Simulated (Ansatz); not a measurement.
## Relaxing sodium (diamond)

All numbers below come from Ansatz, DFT, revPBE, plane waves (420 eV) with PAW, scalar-relativistic. (PAW data from PBE, frozen cores regenerated.)

k-point mesh 8×8×8, Fermi-Dirac smearing 0.1 eV, no spin polarisation. Cell and atoms relax.

Starting structure:

```yaml
crystal:
  lattice:
    - [0.00000, 3.70619, 3.70619]
    - [3.70619, 0.00000, 3.70619]
    - [3.70619, 3.70619, 0.00000]
  atoms:
    - { symbol: Na, position: [0.12500, 0.12500, 0.12500] }
    - { symbol: Na, position: [0.87500, 0.87500, 0.87500] }
```

Q: The pressure at the start is 0.4 GPa. By how much does the volume change?

A: From 50.91 to 58.22 Å³ per atom, 14.4 %. The final cell has a = 7.751 Å.

Q: How much energy does the relaxation gain?

A: 9.3 meV per atom.
